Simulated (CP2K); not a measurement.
## WS2 (Tungstenite): single point with PBEsol

Crystal: WS2 (Tungstenite).

```
W S
1.0
     3.15800    0.00000    0.00000
    -1.57900    2.84201    0.00000
    -1.57900   -0.87728    6.16832
W S
1 2
Direct
  0.00000 0.00000 0.00000
  0.16200 0.58100 0.74300
  0.50060 0.75030 0.25090
```

The cell isn't the ideal one: strain_c = 0.04.

| Item | Value |
| --- | --- |
| Program | CP2K 2026.2 |
| Task | single point |
| Functional | PBEsol |
| Potentials or basis | POTENTIAL_UZH W GTH-PBE-q14, S GTH-PBE-q6; TZVP-MOLOPT-PBE-GTH basis |
| Density cutoff | 6123 eV |
| k mesh | 10 × 10 × 10 |
| Occupations | fermi-dirac, width 0.05 eV |
| Spin | no spin polarisation |

| Quantity | Value |
| --- | --- |
| Pressure | -5.8 GPa |
| Largest force | 0.711 eV/Å |
| Band gap on the k mesh | 1.00 eV, indirect (least direct gap 1.93 eV) |
| Mulliken charges | W -0.08; S +0.04 e |
| Hirshfeld charges | W +0.12; S -0.06 e |

Forces in eV/Å, atoms in the order of the input:
```
W    0.000  0.207 -0.588
S    0.000  0.063  0.709
S    0.000 -0.270 -0.121
```

Stress tensor (GPa, compression positive):
```
 -3.42   0.00   0.00
  0.00 -10.69  -1.72
  0.00  -1.72  -3.26
```

Levels at points of the mesh, in eV from the valence-band top:
| k point | band 11 | band 12 | band 13 | band 14 | band 15 | band 16 |
| --- | --- | --- | --- | --- | --- | --- |
| (0.00, 0.00, 0.00) | -2.34 | -1.51 | -1.10 | 1.82 | 2.13 | 2.17 |
| (0.00, 0.00, 0.50) | -2.48 | -2.31 | 0.00 | 1.93 | 2.02 | 2.24 |
| (0.00, 0.50, 0.00) | -2.57 | -1.84 | -1.77 | 2.02 | 2.34 | 3.36 |
| (0.00, 0.50, 0.50) | -3.24 | -1.95 | -1.64 | 1.96 | 2.42 | 3.02 |
| (0.50, 0.00, 0.00) | -3.05 | -2.32 | -1.56 | 1.92 | 2.52 | 2.99 |
| (0.50, 0.00, 0.50) | -2.51 | -2.12 | -1.67 | 1.95 | 2.46 | 3.32 |

Run time: 95 s on 1 thread of Arm Neoverse V1, with other jobs on the host, peak memory 0.42 GiB.

Caveat: Mulliken charges move with the basis; the potentials were made for another functional, which shifts forces and pressure; spin-orbit coupling is left out, which moves the levels of the heavy elements; this functional lacks dispersion, which binds the layers, so the pressure and a relaxed spacing across them are unreliable; the basis of atomic orbitals isn't converged, which shifts pressures, moduli and gaps. A k mesh can miss the band edges.
